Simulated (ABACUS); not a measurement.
A run of ABACUS 3.10.1 is set up as follows.

File run_abacus.py:

```python
"""Relaxation by an ASE optimiser with ABACUS as a small file-based calculator."""
import re
import subprocess
import numpy as np
from ase.calculators.calculator import Calculator, all_changes
from ase.filters import FrechetCellFilter
from ase.io import read
from ase.optimize import BFGS
from ase.stress import full_3x3_to_voigt_6_stress
from ase.units import Bohr, GPa

atoms = read("Nb.cif")
atoms = atoms[(-atoms.numbers).argsort(kind="stable")]  # ABACUS lists atoms element by element
pseudo = {'Nb': 'Nb.upf'}
orbital = {}
magmoms = None
kmesh = [9, 9, 9]
params = {
    'suffix': 'Nb',
    'calculation': 'scf',
    'basis_type': 'pw',
    'pseudo_dir': './',
    'symmetry': 1,
    'dft_functional': 'pbesol',
    'ecutwfc': 82,
    'pseudo_rcut': 10,
    'nspin': 1,
    'nbands': 11,
    'ks_solver': 'dav',
    'smearing_method': 'fd',
    'smearing_sigma': 0.00367493,
    'scf_thr': 1e-08,
    'scf_nmax': 100,
    'mixing_type': 'broyden',
    'mixing_beta': 0.7,
    'cal_force': 1,
    'cal_stress': 1,
    'kpar': 4,
}

def write_input(atoms):
    symbols = atoms.get_chemical_symbols()
    elements = list(dict.fromkeys(symbols))
    lines = ["ATOMIC_SPECIES"] + [f"{e} {atoms.get_masses()[symbols.index(e)]:.4f} {pseudo[e]}" for e in elements]
    if orbital:
        lines += ["", "NUMERICAL_ORBITAL"] + [orbital[e] for e in elements]
    lines += ["", "LATTICE_CONSTANT", f"{1 / Bohr:.10f}", "", "LATTICE_VECTORS"]
    lines += [" ".join(f"{x:.10f}" for x in v) for v in atoms.cell]
    lines += ["", "ATOMIC_POSITIONS", "Direct"]
    for e in elements:
        lines += ["", e, "0.0", str(symbols.count(e))]
        for i, p in enumerate(atoms.get_scaled_positions(wrap=False)):
            if symbols[i] == e:
                mag = "" if magmoms is None else " mag " + " ".join(str(x) for x in (magmoms[i] if isinstance(magmoms[i], list) else [magmoms[i]]))
                lines.append(" ".join(f"{x:.10f}" for x in p) + " 1 1 1" + mag)
    open("STRU", "w").write("\n".join(lines) + "\n")
    open("KPT", "w").write("K_POINTS\n0\nGamma\n%d %d %d 0 0 0\n" % tuple(kmesh))
    open("INPUT", "w").write("INPUT_PARAMETERS\n" + "".join(f"{k:<20s}{v}\n" for k, v in params.items()))

class Abacus(Calculator):
    implemented_properties = ["energy", "free_energy", "forces", "stress"]

    def calculate(self, atoms=None, properties=("energy",), system_changes=all_changes):
        super().calculate(atoms, properties, system_changes)
        write_input(self.atoms)
        subprocess.run(['mpirun', '-np', '4', 'abacus'], check=True)
        log = open("OUT.Nb/running_scf.log").read()
        if "charge density convergence is achieved" not in log:
            raise RuntimeError("SCF not converged")
        rows = lambda title, n: np.array([l.split()[-3:] for l in log.split(title)[-1].split("\n")[2:2 + n]], float)
        energy = float(re.findall(r"FINAL_ETOT_IS (\S+)", log)[-1])
        stress = -rows("TOTAL-STRESS", 3) / 10 * GPa  # ABACUS prints kbar, compression positive
        self.results = dict(energy=energy, free_energy=energy, forces=rows("TOTAL-FORCE", len(self.atoms)), stress=full_3x3_to_voigt_6_stress(stress))

atoms.calc = Abacus()
opt = BFGS(FrechetCellFilter(atoms), logfile="opt.log", trajectory="relax.traj")
print("optimiser converged:", opt.run(fmax=0.03, steps=60))
```

Nb.cif

```cif
data_Nb
_cell_length_a 2.88204594
_cell_length_b 2.88204594
_cell_length_c 2.88204594
_cell_angle_alpha 109.47122063
_cell_angle_beta 109.47122063
_cell_angle_gamma 109.47122063
_space_group_name_H-M_alt 'P1'
_space_group_name_Hall 'P 1'
_space_group_IT_number 1
loop_
_space_group_symop_operation_xyz
'x,y,z'
loop_
_atom_site_label
_atom_site_type_symbol
_atom_site_symmetry_multiplicity
_atom_site_Wyckoff_symbol
_atom_site_fract_x
_atom_site_fract_y
_atom_site_fract_z
_atom_site_occupancy
Nb1 Nb 1 a 0.0000000000 0.0000000000 0.0000000000 1
```

Potentials or basis: PseudoDojo NC SR 0.4.1 PBE standard, plane waves.

The run is started by

```bash
$ OMP_NUM_THREADS=1 python run_abacus.py > log
```

Q: Estimate the relaxed cell.

A: a = 2.832 Å, b = 2.832 Å, c = 2.832 Å, α = 109.47°, β = 109.47°, γ = 109.47°.

Q: What does it give for the relaxed volume?

A: 17.49 Å³/atom.

Q: What does it give for the band gap on the k mesh?

A: None (metal or under the smearing width).

Final structure:
```yaml
crystal:
  lattice:
    - [2.83225, 0.00000, 0.00000]
    - [-0.94408, 2.67027, 0.00000]
    - [-0.94408, -1.33514, 2.31252]
  atoms:
    - { symbol: Nb, position: [0.00000, 0.00000, 0.00000] }
```

Caveat: the potentials were made for another functional, which shifts forces and pressure.
